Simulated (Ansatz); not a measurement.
Runs of Ansatz 0.2.0 on GaN. The structure is cubic, space group Fm-3m (No. 225). Conventional cell: a = 4.270 Å, b = 4.270 Å, c = 4.270 Å, α = 90.00°, β = 90.00°, γ = 90.00°. Ga (site symmetry m-3m) has 6 N at 2.14 Å as nearest neighbours. N (site symmetry m-3m) is surrounded by 6 Ga at 2.14 Å. Measurements of this composition are mostly on another form, of space group No. 186.

| screening (1/Å) | gap on the mesh (eV) | pressure (GPa) |
| --- | --- | --- |
| 0.1 | 1.95 | -10.4 |
| 0.2 | (c) | -10.1 |
| 0.15 | (b) | -10.3 |
| 0.6 | 0.98 | -6.8 |
| 0.3 | (a) | -9.4 |

Alike in all rows: task single point; level HSE06 form with a typed share of exact exchange; potentials or basis Ansatz PAW; no spin polarisation; cell as given; k mesh 6 × 6 × 6; cutoff (eV) 420; smearing fermi-dirac 0.05 eV; the mesh is coarse, so values aren't converged.

Problem. Estimate the missing entries.

Solution. (a) 1.40; (b) 1.78; (c) 1.63.

Caveats: all runs use coarse meshes; the PAW data sets come from PBE, with cores solved anew for the run's functional, which leaves a small shift of forces and pressure; the thresholds are loose for stress.

A k mesh can miss the band edges, and the runs leave out spin-orbit coupling on Ga.
